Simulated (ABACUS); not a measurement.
Write an ASE script for ABACUS 3.10.1 that does the following.

```yaml
Task: relaxation of cell and atoms
Functional: PBE
Potentials_or_basis: PseudoDojo NC SR 0.5 PBE standard
Cutoff: 1361 eV
Density_cutoff: 5442 eV
Basis: TZDP LCAO (the cutoffs set its grid)
k_mesh: 10 × 10 × 10
Occupations: fermi-dirac, width 0.05 eV
Spin: collinear spin, ferromagnetic start
Starting_moments: "[3.0, 0.0] μB"
Orbital_files: Fe Fe_confined-atom_7au_4s3p3d1f.orb, O O_confined-atom_6au_3s3p2d1f.orb
Optimiser: ASE BFGS
Force_threshold: 0.03 eV/Å
Max_steps: 60
Cell_moves: yes
Radial_cutoff_of_the_potentials_pseudo_rcut: 10 bohr
SCF_threshold_on_the_density: 1e-07
Max_SCF_steps: 100
Eigensolver: genelpa
Mixing: broyden
Mixing_share: 0.4
Symmetry_key: 1
```

The structure of FeO (Wuestite) lies in FeO.cif:

```cif
data_FeO
_cell_length_a 3.04819591
_cell_length_b 3.04819591
_cell_length_c 3.04819591
_cell_angle_alpha 60.00000000
_cell_angle_beta 60.00000000
_cell_angle_gamma 60.00000000
_space_group_name_H-M_alt 'P1'
_space_group_name_Hall 'P 1'
_space_group_IT_number 1
loop_
_space_group_symop_operation_xyz
'x,y,z'
loop_
_atom_site_label
_atom_site_type_symbol
_atom_site_symmetry_multiplicity
_atom_site_Wyckoff_symbol
_atom_site_fract_x
_atom_site_fract_y
_atom_site_fract_z
_atom_site_occupancy
Fe1 Fe 1 a 0.0000000000 0.0000000000 0.0000000000 1
O1 O 1 a 0.5000000000 0.5000000000 0.5000000000 1
```

These files were run (other wordings do the same):

run_abacus.py

```python
"""Relaxation by an ASE optimiser with ABACUS as a small file-based calculator."""
import re
import subprocess
import numpy as np
from ase.calculators.calculator import Calculator, all_changes
from ase.filters import FrechetCellFilter
from ase.io import read
from ase.optimize import BFGS
from ase.stress import full_3x3_to_voigt_6_stress
from ase.units import Bohr, GPa

atoms = read("FeO.cif")
atoms = atoms[(-atoms.numbers).argsort(kind="stable")]  # ABACUS lists atoms element by element
pseudo = {'Fe': 'Fe.upf', 'O': 'O.upf'}
orbital = {'Fe': 'Fe_confined-atom_7au_4s3p3d1f.orb', 'O': 'O_confined-atom_6au_3s3p2d1f.orb'}
magmoms = [3.0, 0.0]
kmesh = [10, 10, 10]
params = {
    'suffix': 'FeO',
    'calculation': 'scf',
    'basis_type': 'lcao',
    'pseudo_dir': './',
    'orbital_dir': './',
    'symmetry': 1,
    'dft_functional': 'pbe',
    'ecutwfc': 100,
    'pseudo_rcut': 10,
    'nspin': 2,
    'nbands': 17,
    'ks_solver': 'genelpa',
    'smearing_method': 'fd',
    'smearing_sigma': 0.00367493,
    'scf_thr': 1e-07,
    'scf_nmax': 100,
    'mixing_type': 'broyden',
    'mixing_beta': 0.4,
    'cal_force': 1,
    'cal_stress': 1,
    'out_mul': 1,
}

def write_input(atoms):
    symbols = atoms.get_chemical_symbols()
    elements = list(dict.fromkeys(symbols))
    lines = ["ATOMIC_SPECIES"] + [f"{e} {atoms.get_masses()[symbols.index(e)]:.4f} {pseudo[e]}" for e in elements]
    if orbital:
        lines += ["", "NUMERICAL_ORBITAL"] + [orbital[e] for e in elements]
    lines += ["", "LATTICE_CONSTANT", f"{1 / Bohr:.10f}", "", "LATTICE_VECTORS"]
    lines += [" ".join(f"{x:.10f}" for x in v) for v in atoms.cell]
    lines += ["", "ATOMIC_POSITIONS", "Direct"]
    for e in elements:
        lines += ["", e, "0.0", str(symbols.count(e))]
        for i, p in enumerate(atoms.get_scaled_positions(wrap=False)):
            if symbols[i] == e:
                mag = "" if magmoms is None else " mag " + " ".join(str(x) for x in (magmoms[i] if isinstance(magmoms[i], list) else [magmoms[i]]))
                lines.append(" ".join(f"{x:.10f}" for x in p) + " 1 1 1" + mag)
    open("STRU", "w").write("\n".join(lines) + "\n")
    open("KPT", "w").write("K_POINTS\n0\nGamma\n%d %d %d 0 0 0\n" % tuple(kmesh))
    open("INPUT", "w").write("INPUT_PARAMETERS\n" + "".join(f"{k:<20s}{v}\n" for k, v in params.items()))

class Abacus(Calculator):
    implemented_properties = ["energy", "free_energy", "forces", "stress"]

    def calculate(self, atoms=None, properties=("energy",), system_changes=all_changes):
        super().calculate(atoms, properties, system_changes)
        write_input(self.atoms)
        subprocess.run(['mpirun', '-np', '4', 'abacus'], check=True)
        log = open("OUT.FeO/running_scf.log").read()
        if "charge density convergence is achieved" not in log:
            raise RuntimeError("SCF not converged")
        rows = lambda title, n: np.array([l.split()[-3:] for l in log.split(title)[-1].split("\n")[2:2 + n]], float)
        energy = float(re.findall(r"FINAL_ETOT_IS (\S+)", log)[-1])
        stress = -rows("TOTAL-STRESS", 3) / 10 * GPa  # ABACUS prints kbar, compression positive
        self.results = dict(energy=energy, free_energy=energy, forces=rows("TOTAL-FORCE", len(self.atoms)), stress=full_3x3_to_voigt_6_stress(stress))

atoms.calc = Abacus()
opt = BFGS(FrechetCellFilter(atoms), logfile="opt.log", trajectory="relax.traj")
print("optimiser converged:", opt.run(fmax=0.03, steps=60))
```

Potentials or basis: PseudoDojo NC SR 0.5 PBE standard, TZDP LCAO (the cutoffs set its grid).

The run is started by

```sh
$ OMP_NUM_THREADS=1 python run_abacus.py > log
```

It gave:

The relaxed volume is 9.98 Å³/atom, the relaxed cell is a = 3.045 Å, b = 3.045 Å, c = 3.045 Å, α = 60.00°, β = 60.00°, γ = 60.00° and the space group after relaxing (to 0.05 Å) is Fm-3m (No. 225). The energy gained by relaxing is 0.1 meV/atom and the ionic steps are 3. The pressure after relaxing is 0.0 GPa. The band gap on the k mesh is none (metal or under the smearing width). The net moment is 4.00 μB per cell and the absolute moment is 4.02 μB per cell. The site moments are Fe +3.82; O +0.18 μB. The mulliken charges are Fe +0.27; O -0.27 e.

Caveat: the atomic orbitals were generated for these runs and aren't a published set; Mulliken charges move with the basis; the basis of atomic orbitals isn't converged, which shifts pressures, moduli and gaps; a cell with one magnetic atom can't hold antiferromagnetic order, which such compounds often take; semilocal functionals often make such compounds metallic where correlation or magnetic order opens a gap, which also shifts bond lengths.

It took 88 s on 4 MPI ranks on Intel(R) Xeon(R) Platinum 8488C (Sapphire Rapids), with other jobs on the host, peak memory 0.6 GiB a rank.
